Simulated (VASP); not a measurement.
Crystal: Cs2AgBiBr6.

```
Bi Cs Ag Br
1.0
     0.00000    5.61610    5.61610
     5.61610    0.00000    5.61610
     5.61610    5.61610    0.00000
Bi Cs Ag Br
1 2 1 6
Direct
  0.00000 0.00000 0.00000
  0.75000 0.75000 0.75000
  0.25000 0.25000 0.25000
  0.50000 0.50000 0.50000
  0.74945 0.74945 0.25055
  0.25055 0.25055 0.74945
  0.74945 0.25055 0.25055
  0.74945 0.25055 0.74945
  0.25055 0.74945 0.74945
  0.25055 0.74945 0.25055
```

| Property | Result |
| --- | --- |
| Program | VASP 6.6.1 |
| Task | relaxation of cell and atoms |
| Functional | PBEsol |
| Dispersion | D3(BJ) |
| Potentials or basis | VASP PAW PBE potentials, release 64 (Bi_d, Cs_sv, Ag, Br) |
| Cutoff | 600 eV |
| k mesh | 3 × 3 × 3 |
| Occupations | fermi-dirac, width 0.05 eV |
| Spin | no spin polarisation |

At the start: pressure -1.1 GPa; volume 35.43 Å³/atom.

Problem. Where does the relaxation end?

Solution. Over 5 steps the energy falls by 11.5 meV/atom and the volume is 33.53 Å³/atom (-5.4 %); space group Fm-3m (No. 225, to 0.05 Å).

The path:
```tsv
step	energy change (eV)	largest force (eV/Å)	pressure (GPa)	volume (Å³)
1	0.0000	0.3075	-1.11	354.27
2	-0.0809	0.2924	-0.26	341.88
3	-0.0945	0.2711	0.33	334.71
4	-0.1140	0.0661	0.13	335.15
5	-0.1153	0.0020	0.08	335.30
```

Final structure:
```cif
data_structure
_symmetry_space_group_name_H-M 'P 1'
_symmetry_Int_Tables_number 1
_cell_length_a 7.7980
_cell_length_b 7.7980
_cell_length_c 7.7980
_cell_angle_alpha 60.000
_cell_angle_beta 60.000
_cell_angle_gamma 60.000
_cell_volume 335.30
loop_
_atom_site_label
_atom_site_type_symbol
_atom_site_fract_x
_atom_site_fract_y
_atom_site_fract_z
_atom_site_occupancy
Bi1 Bi 0.00000 0.00000 0.00000 1
Cs1 Cs 0.75000 0.75000 0.75000 1
Cs2 Cs 0.25000 0.25000 0.25000 1
Ag1 Ag 0.50000 0.50000 0.50000 1
Br1 Br 0.74507 0.74507 0.25493 1
Br2 Br 0.25493 0.25493 0.74507 1
Br3 Br 0.74507 0.25493 0.25493 1
Br4 Br 0.74507 0.25493 0.74507 1
Br5 Br 0.25493 0.74507 0.74507 1
Br6 Br 0.25493 0.74507 0.25493 1
```

Caveat: the PAW data sets were made with another functional, which shifts forces and pressure a little.
